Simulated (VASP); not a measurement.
# W in VASP: single point with PBE

Aim: the single point of W with PBE.

Everything below comes from runs of VASP 6.6.1. Logs are shortened: lines on timing, memory, paths and dates and some standing lists are left out, and cuts for length are marked.

## 1. The cell of the first run

The cell holds a slab with vacuum, 12 atoms: a = 5.514 Å, b = 5.514 Å, c = 21.356 Å, α = 90.00°, β = 90.00°, γ = 109.47°.

The slab is cut from a database's or a generator's crystal, which needn't be the stable form of the element.

## 2. Single point, PBE (the clean substrate in the cell of the map)

INCAR

```
SYSTEM = W
ALGO = Fast
DIPOL = 0.5 0.5 0.289
EDIFF = 1E-7
ENCUT = 520
GGA = PE
IDIPOL = 3
ISIF = 2
ISMEAR = 0
LASPH = .True.
LCHARG = .False.
LDIPOL = .True.
LREAL = .False.
LWAVE = .False.
NBANDS = 96
NELM = 80
PREC = Accurate
SIGMA = 0.1
```

KPOINTS

```
k-points
0
Gamma
  5 5 1
  0 0 0
```

POSCAR

```
W
1.0
    5.5140853207      0.0000000000      0.0000000000
   -1.8380284402      5.1987294965      0.0000000000
    0.0000000000      0.0000000000     21.3560050645
W
12
Direct
    0.2500000000      0.2500000000      0.1873009483
    0.2500000000      0.7500000000      0.1873009483
    0.7500000000      0.2500000000      0.1873009483
    0.7500000000      0.7500000000      0.1873009483
    0.0000000000      0.0000000000      0.2892877541
    0.0000000000      0.5000000000      0.2892877541
    0.5000000000      0.0000000000      0.2892877541
    0.5000000000      0.5000000000      0.2892877541
    0.2500000000      0.2500000000      0.3912719181
    0.2500000000      0.7500000000      0.3912719181
    0.7500000000      0.2500000000      0.3912719181
    0.7500000000      0.7500000000      0.3912719181
```

Potentials or basis: VASP PAW PBE potentials, release 64 (W_sv).

Run with:

```console
$ cat potpaw_PBE.64/W_sv/POTCAR > POTCAR
$ mpirun -np 1 vasp_std > vasp.out
```

OUTCAR:

```text
SYSTEM = W
   EDIFF = 1E-7
   ENCUT = 520
   GGA = PE
   ISIF = 2
   ISMEAR = 0
   LASPH = .True.
   LREAL = .False.
   NELM = 80
   PREC = Accurate

 ion  position               nearest neighbor table
   1  0.250  0.250  0.187-   5 2.70   8 2.70   3 2.76   3 2.76   2 2.76   2 2.76   7 3.13   6 3.13
                             4 3.18   4 3.18
   2  0.250  0.750  0.187-   6 2.70   7 2.70   4 2.76   4 2.76   1 2.76   1 2.76   5 3.13   8 3.13
                             3 3.18   3 3.18
   3  0.750  0.250  0.187-   6 2.70   7 2.70   1 2.76   1 2.76   4 2.76   4 2.76   5 3.13   8 3.13
                             2 3.18   2 3.18
   4  0.750  0.750  0.187-   5 2.70   8 2.70   2 2.76   2 2.76   3 2.76   3 2.76   7 3.13   6 3.13
                             1 3.18   1 3.18
   5  0.000  0.000  0.289-   9 2.70  12 2.70   1 2.70   4 2.70   7 2.76   7 2.76   6 2.76   6 2.76
                            11 3.13  10 3.13   3 3.13   2 3.13   8 3.18   8 3.18
   6  0.000  0.500  0.289-  10 2.70  11 2.70   2 2.70   3 2.70   8 2.76   8 2.76   5 2.76   5 2.76
                             9 3.13  12 3.13   1 3.13   4 3.13   7 3.18   7 3.18
   7  0.500  0.000  0.289-  10 2.70  11 2.70   2 2.70   3 2.70   5 2.76   5 2.76   8 2.76   8 2.76
                             9 3.13  12 3.13   1 3.13   4 3.13   6 3.18   6 3.18
   8  0.500  0.500  0.289-   9 2.70  12 2.70   1 2.70   4 2.70   6 2.76   6 2.76   7 2.76   7 2.76
                            11 3.13  10 3.13   3 3.13   2 3.13   5 3.18   5 3.18
   9  0.250  0.250  0.391-   5 2.70   8 2.70  11 2.76  11 2.76  10 2.76  10 2.76   7 3.13   6 3.13
                            12 3.18  12 3.18
  10  0.250  0.750  0.391-   6 2.70   7 2.70  12 2.76  12 2.76   9 2.76   9 2.76   5 3.13   8 3.13
                            11 3.18  11 3.18
  11  0.750  0.250  0.391-   6 2.70   7 2.70   9 2.76   9 2.76  12 2.76  12 2.76   5 3.13   8 3.13
                            10 3.18  10 3.18
  12  0.750  0.750  0.391-   5 2.70   8 2.70  10 2.76  10 2.76  11 2.76  11 2.76   7 3.13   6 3.13
                             9 3.18   9 3.18

  LATTYP: Found a base centered orthorhombic cell.
 ALAT       =     6.3671172886
 B/A-ratio  =     1.4142135624
 C/A-ratio  =     3.3541089470

  Lattice vectors:

 A1 = (   5.5140853207,   0.0000000000,   0.0000000000)
 A2 = (  -1.8380284402,   5.1987294965,   0.0000000000)
 A3 = (   0.0000000000,   0.0000000000,  21.3560050645)

Analysis of symmetry for initial positions (statically):
=====================================================================
 Subroutine PRICEL returns following result:

  LATTYP: Found a base centered orthorhombic cell.
 ALAT       =     3.1835586443
 B/A-ratio  =     1.4142135624
 C/A-ratio  =     6.7082178941

  Lattice vectors:

 A1 = (   2.7570426603,   0.0000000000,   0.0000000000)
 A2 = (  -0.9190142201,   2.5993647483,   0.0000000000)
 A3 = (   0.0000000000,   0.0000000000,  21.3560050645)

   4 primitive cells build up your supercell.

 Routine SETGRP: Setting up the symmetry group for a
 base centered orthorhombic supercell.

 Subroutine GETGRP returns: Found  8 space group operations
 (whereof  4 operations were pure point group operations)
 out of a pool of  8 trial point group operations.

The static configuration has the point symmetry C_2v.
 The point group associated with its full space group is D_2h.

Analysis of symmetry for dynamics (positions and initial velocities):
=====================================================================
 Subroutine PRICEL returns following result:

  LATTYP: Found a base centered orthorhombic cell.
 ALAT       =     3.1835586443
 B/A-ratio  =     1.4142135624
 C/A-ratio  =     6.7082178941

  Lattice vectors:

 A1 = (   2.7570426603,   0.0000000000,   0.0000000000)
 A2 = (  -0.9190142201,   2.5993647483,   0.0000000000)
 A3 = (   0.0000000000,   0.0000000000,  21.3560050645)

   4 primitive cells build up your supercell.

 Routine SETGRP: Setting up the symmetry group for a
 base centered orthorhombic supercell.

 Subroutine GETGRP returns: Found  8 space group operations
 (whereof  4 operations were pure point group operations)
 out of a pool of  8 trial point group operations.

The dynamic configuration has the point symmetry C_2v.
 The point group associated with its full space group is D_2h.

 Subroutine INISYM returns: Found  8 space group operations
 (whereof  4 operations are pure point group operations),
 and found     4 'primitive' translations

----------------------------------------------------------------------------------------

                                     Primitive cell

  volume of cell :     153.0491

  direct lattice vectors                    reciprocal lattice vectors
     2.757042660  0.000000000  0.000000000     0.362707482  0.128236460  0.000000000
    -0.919014220  2.599364748  0.000000000     0.000000000  0.384709380  0.000000000
     0.000000000  0.000000000 21.356005064     0.000000000  0.000000000  0.046825237

  length of vectors
     2.757042660  2.757042660 21.356005064     0.384709380  0.384709380  0.046825237

  position of ions in fractional coordinates (direct lattice)
     0.500000000  0.500000000  0.187300948
     0.000000000  0.000000000  0.289287754
     0.500000000  0.500000000  0.391271918

  ion indices of the primitive-cell ions
   primitive index   ion index
                 1           1
                 2           5
                 3           9

----------------------------------------------------------------------------------------

 KPOINTS: k-points

Automatic generation of k-mesh.
 Grid dimensions read from file:
 generate k-points for:    5    5    1

 Generating k-lattice:

  Cartesian coordinates                     Fractional coordinates (reciprocal lattice)
     0.036270748  0.012823646  0.000000000     0.200000000  0.000000000  0.000000000
     0.000000000  0.038470938  0.000000000     0.000000000  0.200000000  0.000000000
     0.000000000  0.000000000  0.046825237     0.000000000  0.000000000  1.000000000

  Length of vectors
     0.038470938  0.038470938  0.046825237

  Shift w.r.t. Gamma in fractional coordinates (k-lattice)
     0.000000000  0.000000000  0.000000000

 Subroutine IBZKPT returns following result:
 ===========================================

 Found      9 irreducible k-points:

 Following reciprocal coordinates:
            Coordinates               Weight
  0.000000  0.000000  0.000000      1.000000
  0.200000  0.000000  0.000000      4.000000
  0.400000  0.000000  0.000000      4.000000
  0.200000  0.200000  0.000000      2.000000
  0.400000  0.200000  0.000000      4.000000
 -0.400000  0.200000  0.000000      4.000000
 -0.200000  0.200000  0.000000      2.000000
  0.400000  0.400000  0.000000      2.000000
 -0.400000  0.400000  0.000000      2.000000
   k-points           NKPTS =      9   k-points in BZ     NKDIM =      9   number of bands    NBANDS=     96
   number of dos      NEDOS =    301   number of ions     NIONS =     12
   total plane-waves  NPLWV = 282240
   dimension x,y,z NGX =    42 NGY =   42 NGZ =  160
   dimension x,y,z NGXF=    84 NGYF=   84 NGZF=  320
   ions per type =              12
   NGX,Y,Z   is equivalent  to a cutoff of  12.66, 12.66, 12.46 a.u.
   NGXF,Y,Z  is equivalent  to a cutoff of  25.33, 25.33, 24.91 a.u.
 SYSTEM =  W
   PREC   = accura    normal or accurate (medium, high low for compatibility)
   ISTART =      0    job   : 0-new  1-cont  2-samecut
   ICHARG =      2    charge: 1-file 2-atom 10-const
   ISPIN  =      1    spin polarized calculation?
   LNONCOLLINEAR =      F non collinear calculations
   LSORBIT =      F    spin-orbit coupling
   LASPH  =      T    aspherical Exc in radial PAW
   ENCUT  =  520.0 eV  38.22 Ry    6.18 a.u.  10.25 10.25 39.71*2*pi/ulx,y,z
   NELM   =     80;   NELMIN=  2; NELMDL= -5     # of ELM steps
   EDIFF  = 0.1E-06   stopping-criterion for ELM
   LREAL  =      F    real-space projection
   EDIFFG = 0.1E-05   stopping-criterion for IOM
   NSW    =      0    number of steps for IOM
   IBRION =     -1    ionic relax: 0-MD 1-quasi-New 2-CG
   NFREE  =      0    steps in history (QN), initial steepest desc. (CG)
   ISIF   =      2    stress and relaxation
   ISYM   =      2    0-nonsym 1-usesym 2-fastsym
   POTIM  = 0.5000    time-step for ionic-motion
   TEBEG  =    0.0;   TEEND  =   0.0 temperature during run
   PSTRESS=    0.0 pullay stress
   NELECT =     168.0000    total number of electrons
   NUPDOWN=      -1.0000    fix difference up-down
   EMIN   =  10.00;   EMAX   =-10.00  energy-range for DOS
   EFERMI =   0.00;   METHOD = LEGACY
   ISMEAR =     0;   SIGMA  =   0.10  broadening in eV -4-tet -1-fermi 0-gaus
   EFERMI_NEDOS =   21; number of points for ismear=-14 and -15
   IALGO  =     68    algorithm
   IMIX   =      4    mixing-type and parameters
     AMIX     =   0.40;   BMIX     =  1.00
     AMIX_MAG =   1.60;   BMIX_MAG =  1.00
  volume/ion in A,a.u.               =      51.02       344.28
  Fermi-wavevector in a.u.,A,eV,Ry     =   1.063852  2.010388 15.398803  1.131780
  Thomas-Fermi vector in A             =   2.199350
   LORBIT       =      0    0 simple, 1 ext, 2 COOP (PROOUT), +10 PAW based schemes
   GGA     = PE    functional components
   LHFCALC =     F    Hartree Fock is set to
   AEXX    =    0.0000 exact exchange contribution
   IVDW    =     0    specifies the selected vdW correction
   LEPSILON=     F    determine dielectric tensor
   LRPA    =     F    only Hartree local field effects (RPA)
 non-spin polarized calculation
 RMM-DIIS sequential band-by-band and
 Gauss-broadening in eV      SIGMA  =   0.10
  energy-cutoff  :      520.00
  volume of cell :      612.20
 maximum number of plane-waves:     16503
 NGX is ok and might be reduce to    42

 dipolmoment           0.000000      0.000000     -0.000002 electrons x Angstroem

 number of electron     168.0000027 magnetization

 dipolmoment           0.000000      0.000000      0.002199 electrons x Angstroem

 Free energy of the ion-electron system (eV)
  ---------------------------------------------------
  ext. energy  EPLUGINS =         0.00000000
  ---------------------------------------------------
  free energy    TOTEN  =      -143.42499101 eV

  energy without entropy =     -143.35942183  energy(sigma->0) =     -143.39220642

 E-fermi :   0.2750     XC(G=0):  -5.2316

 val. band max:        0.2424404940   @ k =   0.0000   0.0000   0.0000
 cond. band min:       0.2775311658   @ k =  -0.4000   0.4000   0.0000
 fundamental gap:      0.0350906718
 Fermi energy:         0.2750040988

 k-point     1 :       0.0000    0.0000    0.0000
  band No.  band energies     occupation
      1     -73.8813      2.00000
      2     -73.8029      2.00000
      3     -73.8029      2.00000
      4     -73.7653      2.00000
      5     -73.6692      2.00000
      6     -73.6522      2.00000
[... 88 lines left out ...]
     95       2.5573      0.00000
     96       2.5631      0.00000

 k-point     2 :       0.2000    0.0000    0.0000
  band No.  band energies     occupation
      1     -73.8740      2.00000
      2     -73.8106      2.00000
      3     -73.7993      2.00000
      4     -73.7689      2.00000
      5     -73.6635      2.00000
      6     -73.6477      2.00000
[... 682 lines left out ...]
     95       1.7242      0.00000
     96       2.0942      0.00000

 k-point     9 :      -0.4000    0.4000    0.0000
  band No.  band energies     occupation
      1     -73.8413      2.00000
      2     -73.8054      2.00000
      3     -73.8032      2.00000
      4     -73.8032      2.00000
      5     -73.6326      2.00000
      6     -73.6176      2.00000
[... 88 lines left out ...]
     95       1.5908      0.00000
     96       1.6601      0.00000

------------------------ aborting loop because EDIFF is reached ----------------------------------------

 vacuum level on the upper side and lower side of the slab       (xc-potential included)        -0.044        -0.057

  FORCE on cell =-STRESS in cart. coord.  units (eV):
  Direction    XX          YY          ZZ          XY          YZ          ZX
  --------------------------------------------------------------------------------------
  -------------------------------------------------------------------------------------
  Total      -11.6543230    -14.6306319      0.1241079     -4.2091364      0.0000000      0.0000000
  in kB      -30.5004969    -38.2897867      0.3248026    -11.0157193      0.0000000      0.0000000
  external PRESSURE =     -22.8218270 kB  Pullay stress =       0.0000000 kB

 VOLUME and BASIS-vectors are now :
 -----------------------------------------------------------------------------
  energy-cutoff  :      520.00
  volume of cell :      612.20
      direct lattice vectors                 reciprocal lattice vectors
     5.514085321  0.000000000  0.000000000     0.181353741  0.064118230  0.000000000
    -1.838028440  5.198729497  0.000000000     0.000000000  0.192354690  0.000000000
     0.000000000  0.000000000 21.356005064     0.000000000  0.000000000  0.046825237

 POSITION                                       TOTAL-FORCE (eV/Angst)
 -----------------------------------------------------------------------------------
      0.91901      1.29968      4.00000         0.000000      0.000000     -0.015713
      0.00000      3.89905      4.00000         0.000000     -0.000000     -0.015713
      3.67606      1.29968      4.00000         0.000000      0.000000     -0.015713
      2.75704      3.89905      4.00000        -0.000000      0.000000     -0.015713
      0.00000      0.00000      6.17803         0.000000     -0.000000      0.000000
     -0.91901      2.59936      6.17803         0.000000      0.000000      0.000000
      2.75704      0.00000      6.17803         0.000000     -0.000000      0.000000
      1.83803      2.59936      6.17803         0.000000     -0.000000      0.000000
      0.91901      1.29968      8.35601        -0.000000     -0.000000      0.015713
      0.00000      3.89905      8.35601        -0.000000     -0.000000      0.015713
      3.67606      1.29968      8.35601        -0.000000      0.000000      0.015713
      2.75704      3.89905      8.35601         0.000000     -0.000000      0.015713
 -----------------------------------------------------------------------------------
    total drift:                               -0.000000     -0.000000      0.565144

  FREE ENERGIE OF THE ION-ELECTRON SYSTEM (eV)
  ---------------------------------------------------
  free  energy   TOTEN  =      -143.4249910125 eV

  energy  without entropy=     -143.3594218284  energy(sigma->0) =     -143.39220642

 vacuum level on the upper side and lower side of the slab         5.082         5.069
```

Wall time 15 min (1 thread of AMD EPYC 9R45 (Zen 5), shared host); peak memory 0.71 GiB.

Results:

| Quantity | Value |
| --- | --- |
| Free energy | -143.4250 eV |
| Largest force | 0.016 eV/Å |
| Band gap on the k mesh | none (metal or under the smearing width) |

Forces in eV/Å, atoms in the order of the input:
```
W    0.000  0.000 -0.016
W    0.000  0.000 -0.016
W    0.000  0.000 -0.016
W    0.000  0.000 -0.016
W    0.000  0.000  0.000
W    0.000  0.000  0.000
W    0.000  0.000  0.000
W    0.000  0.000  0.000
W    0.000  0.000  0.016
W    0.000  0.000  0.016
W    0.000  0.000  0.016
W    0.000  0.000  0.016
```

Levels at points of the mesh, in eV from the Fermi level:
```csv
k point,band 80,band 81,band 82,band 83,band 84,band 85,band 86,band 87,band 88,band 89
"(0.00, 0.00, 0.00)",0.02,0.02,0.40,0.73,0.77,1.40,1.40,1.52,1.52,1.61
```
